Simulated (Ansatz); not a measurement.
Input and output for rocksalt NbN (100), 4 layers: DFT, PBE, PAW with Ansatz's default frozen-core files, scalar-relativistic (Ansatz 0.2.0).

The slab is cut from a bulk crystal relaxed on PAW files (its atoms may have been relaxed since), whose type needn't be the stable one.

Command: `ansatz run input.yaml --threads 3 --pin off --max-ram 8192MiB --backend cpu --events-out ev --progress --plain --runs-dir out` It took 7.8 s on 3 threads of Intel(R) Xeon(R) 6975P-C (Granite Rapids), on a shared host, peak memory 0.69 GiB.

```yaml
crystal:
  lattice:
    - [3.126785645, 0.0, 0.0]
    - [0.0, 3.126785645, 0.0]
    - [0.0, 0.0, 22.6329]
  atoms:
    - { symbol: Nb, position: [0.0, 0.0, 0.3534674302] }
    - { symbol: "N", position: [0.5, 0.5, 0.3534674302] }
    - { symbol: Nb, position: [0.5, 0.5, 0.4511558097] }
    - { symbol: "N", position: [0.0, 0.0, 0.4511558097] }
    - { symbol: Nb, position: [0.0, 0.0, 0.5488441897] }
    - { symbol: "N", position: [0.5, 0.5, 0.5488441897] }
    - { symbol: Nb, position: [0.5, 0.5, 0.6465325698] }
    - { symbol: "N", position: [0.0, 0.0, 0.6465325698] }
kpoints:
  mp_grid: { grid: [13, 13, 1] }
scf:
  occupations: { method: fermi_dirac, width: 0.1 }
hamiltonian:
  xc: pbe
  pseudopotentials: { kind: paw }
output:
  forces: true
  stress: true
  eigenvalues: true
  populations: true
efield:
  axis: 3
  amplitude: 0
  dipole_correction: true
```

Output:

```
Engine: ansatz 0.2.0
Pseudopotentials: kind: paw
Pseudopotential: Nb, paw, valence charge 13, recommended cutoff 420 eV (normal), Nb.paw.azcp
Pseudopotential: N, paw, valence charge 5, recommended cutoff 420 eV (normal), N.paw.azcp
Functional definition: PBE
  parameter kappa = 0.804
  parameter beta = 0.06672455060314922
  exchange = pbe_x(kappa = kappa, mu = beta*pi^2/3)
  correlation = pbe_c(beta = beta)
Crystal: 8 atoms, lattice volume = 221.277 Å³
Basis set: ecut = 420 eV, 4371 PW (Γ), exchange–correlation on 48×48×320 points (8 copies of the dense FFT grid, shifted against one another)
Bands: 44, of which v1, the nominal top of the filled ones, is band 36 counted from 1 (35 counted from 0)
Symmetry: 8 space group operations
k-points: 28 of 169
Non-local potential: Nb, projectors of the file, l = 0: 3, l = 1: 2, l = 2: 2, l = 3: 1
Non-local potential: N, projectors of the file, l = 0: 2, l = 1: 2, l = 2: 1
PAW form: soft (Blöchl's): semilocal exchange-correlation on the pseudo side does not see the compensation charge
PAW one-centre angular grid: Nb, 590 points (default); XC on 64 Gauss nodes
PAW one-centre angular grid: N, 110 points (default); XC on 64 Gauss nodes
Initial density: superposition of atomic densities (neutral atoms: chi_scale 0, normalization atom), corrected by the library's trained network
Initial wavefunctions: pseudopotential atomic-orbital guess
Functional: x = pbe(κ = 0.804, μ = 0.2195149727645171), c = pbe(β = 0.06672455060314922)
SCF iter   1: F=—  HF=-19751.052825 eV  |F-HF|=—  |Δ(HF+E_count)|=         —  Δρ=3.16e-3  dr2=4.85e-2  ethr=1.77e-3  p=-0.000 e·Å  D=-5.24e-10 V/Å  ΔV_dip=0.00 eV  dr2_dipole=5.46e-8  V_vac-E_F(+/−)=3.33/3.33 eV  ⟨swp⟩=8.6  Hψ=13474  notcnv=0  defer=17
efield: sawtooth ramp at fractional position 0.9500 (placed from the atoms, in the widest stretch of the axis that holds none; the zero of the levels goes with the place), width 0.1000; the density the first Hamiltonian is built on has a dipole p = -0.000 e·Å; the dipole correction subtracts the counter field D = -5.24e-10 V/Å, which shifts the + side's vacuum level by +0.00 eV against the − side's; the planar-averaged density in the ramp window peaks in size at 5.8e-5 e/Å³
automatic band count: the SCF goes on with 52 bands, as 44 were too few: the levels above may hold too much charge
preconditioner: auto → LDOS  [metal: Δε(μ)=0.035 eV  Ē_g=9.276 eV  σ=0.100 eV  W_gap=0.09  n_scr=44 (ndim 8)  ℏωp=15.8 eV  f_vac=0.541  D(μ)=4.61/eV (n_scr^D=12)  β→1.0]
SCF iter   2: F=—  HF=-19751.056576 eV  |F-HF|=—  |Δ(HF+E_count)|=   3.75e-3  Δρ=1.62e-3  dr2=1.14e-2  ethr=6.74e-5  p=-0.000 e·Å  D=-1.41e-5 V/Å  ΔV_dip=0.00 eV  dr2_dipole=1.15e-7  V_vac-E_F(+/−)=3.35/3.35 eV  ⟨swp⟩=3.0  Hψ=3232  notcnv=0  defer=23
SCF iter   3: F=—  HF=-19751.054804 eV  |F-HF|=—  |Δ(HF+E_count)|=   1.77e-3  Δρ=3.94e-4  dr2=6.98e-4  ethr=1.58e-5  p=-0.000 e·Å  D=-6.98e-6 V/Å  ΔV_dip=0.00 eV  dr2_dipole=5.77e-9  V_vac-E_F(+/−)=3.34/3.34 eV  ⟨swp⟩=2.1  Hψ=2509  notcnv=0  defer=23
SCF iter   4: F=—  HF=-19751.054709 eV  |F-HF|=—  |Δ(HF+E_count)|=   9.49e-5  Δρ=1.21e-4  dr2=6.47e-5  ethr=9.70e-7  p=-0.000 e·Å  D=-4.83e-6 V/Å  ΔV_dip=0.00 eV  dr2_dipole=7.05e-12  V_vac-E_F(+/−)=3.33/3.33 eV  ⟨swp⟩=2.9  Hψ=2571  notcnv=0  defer=23
SCF iter   5: F=—  HF=-19751.054798 eV  |F-HF|=—  |Δ(HF+E_count)|=   8.88e-5  Δρ=4.72e-5  dr2=2.09e-5  ethr=8.99e-8  p=-0.000 e·Å  D=-2.01e-6 V/Å  ΔV_dip=0.00 eV  dr2_dipole=2.96e-10  V_vac-E_F(+/−)=3.33/3.33 eV  ⟨swp⟩=2.6  Hψ=2332  notcnv=0  defer=22
SCF iter   6: F=—  HF=-19751.054801 eV  |F-HF|=—  |Δ(HF+E_count)|=   3.11e-6  Δρ=1.45e-5  dr2=7.62e-7  ethr=2.90e-8  p=-0.000 e·Å  D=-5.06e-7 V/Å  ΔV_dip=0.00 eV  dr2_dipole=2.51e-12  V_vac-E_F(+/−)=3.33/3.33 eV  ⟨swp⟩=2.2  Hψ=1850  notcnv=0  defer=22
SCF iter   7: F=—  HF=-19751.054801 eV  |F-HF|=—  |Δ(HF+E_count)|=   1.51e-7  Δρ=3.46e-6  dr2=1.09e-7  ethr=1.39e-10  p=-0.000 e·Å  D=-2.39e-7 V/Å  ΔV_dip=0.00 eV  dr2_dipole=5.57e-13  V_vac-E_F(+/−)=3.33/3.33 eV  ⟨swp⟩=14.4  Hψ=7849  notcnv=0
SCF iter   8: F=-19751.054801 eV  HF=-19751.054801 eV  |F-HF|=7.52e-9  |Δ(HF+E_count)|=   7.53e-9  Δρ=1.55e-6  dr2=8.95e-9  ethr=1.39e-10  p=-0.000 e·Å  D=-6.71e-8 V/Å  ΔV_dip=0.00 eV  dr2_dipole=2.44e-13  V_vac-E_F(+/−)=3.33/3.33 eV  ⟨swp⟩=6.6  Hψ=4816  notcnv=0
SCF 1 converged in 8 iterations: F = -19751.054801 eV  dr2 = 8.95e-9
  greatest PAW one-centre occupation: 0.998 electrons in one spin orbital (limit 2), on the Nb atom at site 4 (counted from 0), in its partial waves of l = 0
SCF converged after 8 iterations
Free energy (F): -19751.054801 eV
Harris-Foulkes:  -19751.054801 eV  (|F-HF|=7.52e-9)
Internal energy: -19750.901602 eV  (E = F + TS)
E sigma→0 (E₀):  -19750.978202 eV
Entropy (-TS):   -0.153199 eV (-19.150 meV/atom)
Fermi energy:    5.877552 eV
Dipole field:    D = 0.000001 V/Å  (p = 0.000001 e·Å, saw-weighted, corrected)
Work function:   Φ+ = 3.3312 eV   Φ− = 3.3312 eV
Levels:          The Fermi level and band energies are counted from a zero that moves with the ramp; work functions are not
--- Per-component energies (eV) ---
  E_band       = -1079.277492
  E_kinetic    = 2095.541077
  E_local      = -71791.911549  (includes V_loc(G=0)·N_el)
  E_nonlocal   = 655.808995
  E_hartree    = 34809.817128
  E_xc         = -941.841473
  E_vxc        = -1156.766625  (∫ρ·V_xc dr)
  E_paw        = -12799.319732  (= ΣΔE_a)
  E_vpaw       = -501.605103  (= ΣTr[D̂ρ^β])
  E_aug_tail   = 0.000371  (compensation charges beyond the density's cutoff)
  E_efield     = 0.000000  (sawtooth field / dipole correction)
  E_vefield    = 0.000000  (∫n·V_field dr)
  E_ewald      = 28221.003582
  E_smearing   = -0.153199  (= −TS)
  E_closure    = 0.000000  (closes the sum)
  Σ components = -19751.054801   (vs F -19751.054801, Δ=0.00e0)
--- Forces (eV/Å), atoms counted from 1 ---
  atom   1  Nb     0.00000000     0.00000000     2.39660873
  atom   2  N     -0.00000000    -0.00000000    -1.35640083
  atom   3  Nb    -0.00000000     0.00000000    -0.88288478
  atom   4  N     -0.00000000     0.00000000    -0.92688816
  atom   5  Nb     0.00000000    -0.00000000     0.88288448
  atom   6  N      0.00000000     0.00000000     0.92688806
  atom   7  Nb    -0.00000000    -0.00000000    -2.39660855
  atom   8  N      0.00000000     0.00000000     1.35640120
  max |Σ_I F_I| component: 1.48e-7 eV/Å
--- Stress (GPa, compression-positive) ---
       -5.086087       0.000000       0.000000
        0.000000      -5.086087       0.000000
        0.000000       0.000000      -2.098074
  P = ⅓ Tr σ = -4.0901 GPa (-40.901 kbar)
--- Band table (eV; the first three rows and the last of 28) ---
  k-point 0: bands = ["-50.4373", "-50.4149", "-50.3556", "-50.2944", "-26.8557", "-26.6902", "-26.4379", "-26.4177", "-26.4177", "-26.3197", "-26.3197", "-26.2194", "-26.2194", "-26.1919", "-26.1575", "-26.1575", "-11.3116", "-10.8457", "-10.1777", "-10.0566", "-0.7201", "-0.4552", "1.0613", "1.2741", "1.6962", "1.6962", "1.7685", "1.8068", "1.8068", "2.0601", "2.5752", "2.5752", "2.9354", "2.9354", "3.0017", "3.7142", "4.9031", "4.9031", "5.1437", "5.9697", "6.2882", "6.2882", "6.3645", "6.4753", "7.0273", "7.3747", "7.6380", "7.6380", "7.8186", "8.4639", "8.4779", "8.4779"]
  k-point 1: bands = ["-50.4333", "-50.4120", "-50.3538", "-50.2938", "-26.8477", "-26.7012", "-26.4783", "-26.4355", "-26.4101", "-26.3144", "-26.3130", "-26.2751", "-26.2168", "-26.1856", "-26.1676", "-26.1571", "-11.2320", "-10.7774", "-10.1044", "-9.9851", "-0.7644", "-0.5052", "0.8077", "0.9828", "1.2529", "1.4511", "1.5404", "1.6281", "1.8252", "2.1538", "2.3073", "2.4352", "2.5583", "2.8858", "3.4879", "4.0828", "4.8566", "4.8951", "5.2447", "6.1323", "6.2870", "6.4387", "6.6022", "6.8948", "7.4663", "7.6376", "7.6410", "7.8165", "8.0661", "8.4451", "8.4471", "8.6781"]
  k-point 2: bands = ["-50.4217", "-50.4036", "-50.3486", "-50.2926", "-26.8283", "-26.7415", "-26.5704", "-26.4846", "-26.3884", "-26.3583", "-26.3329", "-26.2996", "-26.2393", "-26.2098", "-26.1607", "-26.1566", "-11.0062", "-10.5852", "-9.8967", "-9.7827", "-0.9189", "-0.6945", "0.1576", "0.4187", "0.8831", "0.9332", "0.9632", "0.9928", "1.3383", "1.5740", "1.6945", "1.8187", "3.0520", "3.5567", "4.1934", "4.6871", "4.9038", "4.9402", "5.4992", "6.1981", "6.3213", "6.6397", "7.3744", "7.6648", "7.7061", "8.1209", "8.2557", "8.3567", "8.6004", "8.6595", "8.7266", "9.1186"]
  k-point 27: bands = ["-50.3200", "-50.3200", "-50.2705", "-50.2692", "-26.8923", "-26.8906", "-26.7518", "-26.7412", "-26.6042", "-26.5854", "-26.5133", "-26.4847", "-26.4724", "-26.4530", "-26.4167", "-26.4158", "-10.6886", "-10.6832", "-9.7527", "-9.7513", "-0.1854", "-0.1317", "0.0175", "0.1224", "0.1601", "0.3014", "0.6443", "0.6457", "1.7610", "1.9183", "2.0917", "2.1812", "2.7701", "2.9110", "4.3629", "4.4274", "6.3132", "6.3329", "7.3778", "7.4457", "8.0072", "8.0127", "8.5739", "8.6057", "8.7535", "8.7539", "9.0614", "9.1682", "9.4314", "9.5044", "10.1776", "10.1899"]
--- Löwdin populations: 8 sites ---
  site symbol       q [e]
     0     Nb     12.2588
     1      N      5.6729
     2     Nb     12.3180
     3      N      5.6069
     4     Nb     12.3180
     5      N      5.6069
     6     Nb     12.2588
     7      N      5.6729
  spilling = 0.003983 (of n_electrons = 72.000000)
```

populations.tsv:

```
# site	symbol	l	j	q
# orbitals = lowdin
# n_electrons = 72.000000
# spilling = 0.003983
0	Nb	0_4S	-	1.934033
0	Nb	0_5S	-	0.485717
0	Nb	1_4P	-	5.981952
0	Nb	2_4D	-	3.857079
1	N	0_2S	-	1.524390
1	N	1_2P	-	4.148537
2	Nb	0_4S	-	1.912310
2	Nb	0_5S	-	0.446388
2	Nb	1_4P	-	5.982185
2	Nb	2_4D	-	3.977100
3	N	0_2S	-	1.476933
3	N	1_2P	-	4.129974
4	Nb	0_4S	-	1.912310
4	Nb	0_5S	-	0.446388
4	Nb	1_4P	-	5.982185
4	Nb	2_4D	-	3.977100
5	N	0_2S	-	1.476933
5	N	1_2P	-	4.129974
6	Nb	0_4S	-	1.934033
6	Nb	0_5S	-	0.485717
6	Nb	1_4P	-	5.981952
6	Nb	2_4D	-	3.857079
7	N	0_2S	-	1.524390
7	N	1_2P	-	4.148537
```

Next run (atoms relaxed), as changes to the input before:

```diff
   eigenvalues: true
-  populations: true
+  write_density: true
+  write_potential: true
+  elf: true
+  volumetric_format: npy
+relax:
+  f_tol: 0.01
+  max_steps: 40
 efield:
```

Results part of the output:

```
Warning: output.stress: scf.convergence.dr2_threshold = 1e-7 eV (the SCF's general default) is looser than the 8e-10 eV advised for a printed stress (1e-10 eV for each atom of the cell: 8). What an SCF threshold leaves in a stress goes as its square root, and in the free energy as the threshold itself, and one threshold admits the most on a small cell: of the crystals measured, under no hybrid fun
WARN: The output density's exchange-correlation potential varies sharply where the density is thin. Do not read a vacuum level from v_tot or v_xc, or from such a field of the output density. On a cell that repeats whose density bears no net charge and no dipole along the vacuum's axis use v_es (v_loc + v_h of the components); under efield.dipole_correction with no amplitude use v_es + v_field, which holds any external_charges[].barrier, or the levels of the report's work_function block, which leave it out; under a non-zero efield.amplitude the vacuum is tilted and has no level; on a cell that repeats and bears such a dipole with no correction it is tilted too, and efield.dipole_correction with no amplitude gives each side of its ramp a level where efield: is served; in a cell that repeats whose density bears a net charge (total_charge, or a fill off its count) it is curved and has none; of a slab under crystal.periodic whose density bears no net charge use v_es, which has a level on each side, short of where the two are joined; of another it falls or rises all the way out and has none; of a slab beside external_charges read slab_vacuum_level instead, which it has where they leave it neutral. The grid or the basis barely resolves most such structure, and the values can differ between equally converged runs; as a rule a tighter scf.convergence.dr2_threshold does not remove it. Where the density itself ripples (under the LDA too) a higher basis.ecutwfc lessens it. The files hold the spikes' plane waves up to the density's cutoff. Files: v_tot_of_output_density and the like, and their columns of v_z.tsv (output.write_potential); v_xc_of_output_density and the like, and their columns of v_comp_z.tsv (output.write_potential_components). Measured: with its Gaussian average of σ = 0.25 Å subtracted twice, the exchange-correlation potential is over 0.1 eV at 1116 of the grid points where the equally averaged density (valence and model cores) is under 1e-3 e/Å³, and 0.544 eV at the most among them, at an averaged density of 9.9e-8 e/Å³. The input density's (outcome.potential() and, of a run that writes arrays, v_tot and v_xc) is over 0.1 eV, so measured, at 8 points of its own thin density, 0.213 eV at the most. See output.write_potential in the manual, Limitations
SCF converged after 4 iterations
Free energy (F): -19751.814980 eV
Harris-Foulkes:  -19751.814980 eV  (|F-HF|=4.24e-8)
Internal energy: -19751.677277 eV  (E = F + TS)
E sigma→0 (E₀):  -19751.746129 eV
Entropy (-TS):   -0.137703 eV (-17.213 meV/atom)
Fermi energy:    5.826614 eV
Dipole field:    D = -0.000000 V/Å  (p = -0.000000 e·Å, saw-weighted, corrected)
Work function:   Φ+ = 3.1984 eV   Φ− = 3.1984 eV
[... lines left out ...]
--- Relaxed structure (7 steps of the walk, 7 accepted, 0 SCFs on fresh bases) ---
  F+E_penalty+E_count = -19751.81498026 eV   max|allowed force component| = 7.361e-4 eV/Å
  atoms:
    - { symbol: Nb, position: [8.200480439407725e-18, 3.609056407796691e-37, 0.3592985091744549] }
    - { symbol: N, position: [0.5, 0.5, 0.34499845273603785] }
    - { symbol: Nb, position: [0.5, 0.5, 0.4458568794850846] }
    - { symbol: N, position: [2.6883637618915534e-18, 3.609056407796691e-37, 0.4530674125046747] }
    - { symbol: Nb, position: [7.452098765452328e-18, 3.609056407796691e-37, 0.5541431202624061] }
    - { symbol: N, position: [0.5, 0.5, 0.546932587400165] }
    - { symbol: Nb, position: [0.5, 0.5, 0.6407014905452073] }
    - { symbol: N, position: [1.191026217423009e-17, 3.609056407796691e-37, 0.6550015466919702] }
```

Next run (core holes in 3d of Nb), as changes to the input before:

```diff
   atoms:
-    - { symbol: Nb, position: [0.0, 0.0, 0.3534674302] }
-    - { symbol: "N", position: [0.5, 0.5, 0.3534674302] }
-    - { symbol: Nb, position: [0.5, 0.5, 0.4511558097] }
-    - { symbol: "N", position: [0.0, 0.0, 0.4511558097] }
-    - { symbol: Nb, position: [0.0, 0.0, 0.5488441897] }
-    - { symbol: "N", position: [0.5, 0.5, 0.5488441897] }
-    - { symbol: Nb, position: [0.5, 0.5, 0.6465325698] }
-    - { symbol: "N", position: [0.0, 0.0, 0.6465325698] }
+    - { symbol: Nb, position: [0.0, 0.0, 0.3592985092] }
+    - { symbol: "N", position: [0.5, 0.5, 0.3449984527] }
+    - { symbol: Nb, position: [0.5, 0.5, 0.4458568795] }
+    - { symbol: "N", position: [0.0, 0.0, 0.4530674125] }
+    - { symbol: Nb, position: [0.0, 0.0, 0.5541431203] }
+    - { symbol: "N", position: [0.5, 0.5, 0.5469325874] }
+    - { symbol: Nb, position: [0.5, 0.5, 0.6407014905] }
+    - { symbol: "N", position: [0.0, 0.0, 0.6550015467] }
 kpoints:
   eigenvalues: true
+  core_levels:
+    shells: { Nb: ["3d"] }
+    counted_from: fermi_level
+    add_spin: false
   write_density: true
   volumetric_format: npy
-relax:
-  f_tol: 0.01
-  max_steps: 40
-efield:
-  axis: 3
-  amplitude: 0
-  dipole_correction: true
```

Results part of the output:

```
SCF 1 converged in 7 iterations: F = -19751.814980 eV  dr2 = 3.50e-8
  greatest PAW one-centre occupation: 0.998 electrons in one spin orbital (limit 2), on the Nb atom at site 4 (counted from 0), in its partial waves of l = 0
WARN: The output density's exchange-correlation potential varies sharply where the density is thin. Do not read a vacuum level from v_tot or v_xc, or from such a field of the output density. On a cell that repeats whose density bears no net charge and no dipole along the vacuum's axis use v_es (v_loc + v_h of the components); under efield.dipole_correction with no amplitude use v_es + v_field, which holds any external_charges[].barrier, or the levels of the report's work_function block, which leave it out; under a non-zero efield.amplitude the vacuum is tilted and has no level; on a cell that repeats and bears such a dipole with no correction it is tilted too, and efield.dipole_correction with no amplitude gives each side of its ramp a level where efield: is served; in a cell that repeats whose density bears a net charge (total_charge, or a fill off its count) it is curved and has none; of a slab under crystal.periodic whose density bears no net charge use v_es, which has a level on each side, short of where the two are joined; of another it falls or rises all the way out and has none; of a slab beside external_charges read slab_vacuum_level instead, which it has where they leave it neutral. The grid or the basis barely resolves most such structure, and the values can differ between equally converged runs; as a rule a tighter scf.convergence.dr2_threshold does not remove it. Where the density itself ripples (under the LDA too) a higher basis.ecutwfc lessens it. The files hold the spikes' plane waves up to the density's cutoff. Files: v_tot_of_output_density and the like, and their columns of v_z.tsv (output.write_potential); v_xc_of_output_density and the like, and their columns of v_comp_z.tsv (output.write_potential_components). Measured: with its Gaussian average of σ = 0.25 Å subtracted twice, the exchange-correlation potential is over 0.1 eV at 1112 of the grid points where the equally averaged density (valence and model cores) is under 1e-3 e/Å³, and 0.543 eV at the most among them, at an averaged density of 9.9e-8 e/Å³. The input density's (outcome.potential() and, of a run that writes arrays, v_tot and v_xc) is over 0.1 eV, so measured, at 100 points of its own thin density, 0.138 eV at the most. See output.write_potential in the manual, Limitations
── core hole 1/2: 3d of Nb 0 ──
── 3d of Nb 0: 203.224 eV over the cell without the hole, in 11 iterations ──
── core hole 2/2: 3d of Nb 2 ──
── 3d of Nb 2: 203.082 eV over the cell without the hole, in 11 iterations ──
SCF converged after 7 iterations
[... lines left out ...]
  k-point 27: bands = ["-50.1487", "-50.1486", "-50.1363", "-50.1358", "-26.8114", "-26.8094", "-26.7390", "-26.7309", "-26.3893", "-26.3591", "-26.3358", "-26.3140", "-26.2792", "-26.2759", "-26.2173", "-26.2138", "-10.4765", "-10.4707", "-9.4138", "-9.4129", "-0.3143", "-0.1231", "0.2764", "0.3927", "0.7784", "0.8504", "1.3690", "1.3779", "1.4475", "1.5227", "1.7264", "1.9053", "2.4525", "2.6763", "3.8132", "3.8597", "7.5107", "7.6403", "8.0414", "8.1163", "8.6933", "8.7072", "8.7902", "8.8001"]
--- Core levels from the Fermi level (as output.core_levels.counted_from types it; a hole's nearest image at 3.1 Å) ---
  the holes have no spin, as output.core_levels.add_spin types it
  atom         alike  shell      binding/eV   shift/eV difference/eV images/eV   SCF
  Nb 0             2     3d         203.224     +0.000       203.224         –    11
  Nb 2             2     3d         203.082     -0.142       203.082         –    11
  the dataset of Nb with a 3d hole: scattering error 0.003 eV; free atom: scalar-relativistic, large and small components
  the two lines of Nb's 3d: 3d3/2 +1.656 eV and 3d5/2 -1.104 eV off its levels, 2 : 3 in strength
```
